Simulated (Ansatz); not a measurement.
Start from LaAlO$_{3}$ (space group R-3c, No. 167; a = 5.353 Å, c = 13.048 Å (hexagonal axes)).

Level of theory: PBEsol, PAW, 420 eV (Ansatz, a first-principles code; no spin-orbit coupling).

For the base:

| Quantity | Result |
|---|---|
| Pressure | 0.0 kbar |

Perturbation: an isotropic linear strain of +1.09 %, atoms relaxed at fixed cell.

Problem. Predict the new pressure, energy relative to the base and mean gap deformation potential ΔEg/Δln V.

Solution. The pressure (mean of the normal stresses, compression positive) goes from zero to -59.1 kbar; the energy grows by 6.8 meV/atom; the mean gap deformation potential ΔEg/Δln V amounts to +1.4 eV.

Stability against distortions was not tested.
